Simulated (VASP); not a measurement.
Write the native input for VASP 6.6.1 that does the following.

```yaml
Task: single point
Functional: RPBE
Potentials_or_basis: VASP PAW PBE potentials, release 64 (Ho_3), 4f in core
Cutoff: 520 eV
k_mesh: 9 × 9 × 9
Occupations: gaussian, width 0.02 eV
Spin: collinear spin, ferromagnetic start
Starting_moments: "[4.0] μB"
Further_INCAR_settings: ALGO = Fast; EDIFF = 1e-06; NBANDS = 14
```

The structure of Ho lies in POSCAR:

```
Ho
1.0
    0.0000000000      2.4942453452      2.4942453452
    2.4942453452      0.0000000000      2.4942453452
    2.4942453452      2.4942453452      0.0000000000
Ho
1
Cartesian
    0.0000000000      0.0000000000      0.0000000000
```

This isn't the form of Ho at room conditions, which is hcp.

These files were run (other wordings do the same):

INCAR

```
SYSTEM = Ho
PREC     = Accurate       ! precision mode
ENCUT    = 520            ! plane-wave cutoff, eV
EDIFF    = 1E-6           ! SCF threshold, eV
ISMEAR   = 0              ! smearing method
SIGMA    = 0.02           ! smearing width, eV
LREAL    = .False.        ! projectors in reciprocal space
LASPH    = .True.         ! aspherical terms in the spheres
NELM     = 100            ! most SCF steps
ALGO     = Fast           ! electronic algorithm
ISIF     = 2              ! what is computed and relaxed
LWAVE    = .False.        ! write WAVECAR
LCHARG   = .True.         ! write CHGCAR
ISPIN    = 2              ! spin polarisation
MAGMOM   = 4              ! initial moments
LORBIT   = 11             ! projections on sites
LMAXMIX  = 6              ! l up to which the mixer works
GGA      = RP             ! functional
LELF     = .True.         ! ELF
LVHAR    = .True.       
NBANDS   = 14             ! bands
```

KPOINTS

```
regular mesh
0
Gamma
  9 9 9
  0 0 0
```

Potentials or basis: VASP PAW PBE potentials, release 64 (Ho_3), 4f in core.

Run with:

```sh
$ cat potpaw_PBE.64/Ho_3/POTCAR > POTCAR
$ mpirun -np 1 vasp_std > vasp.out
```

It gave:

* Pressure: 1.8 GPa
* Band gap on the k mesh: none (metal or under the smearing width)
* Net moment: 0.03 μB per cell
* Site moments: Ho +0.02 μB
* Valence electrons inside the program's atomic spheres: Ho 8.02

Caveat: the magnetic or orbital state may not be the lowest; the PAW data sets were made with another functional, which shifts forces and pressure a little; spin-orbit coupling is left out, which moves the levels of the heavy elements; the 4f electrons are frozen in the core as for a trivalent ion, so they carry no moment and show no levels.

It took 30 s on 1 thread of Intel(R) Xeon(R) Platinum 8488C (Sapphire Rapids), with other jobs on the host, peak memory 0.18 GiB.
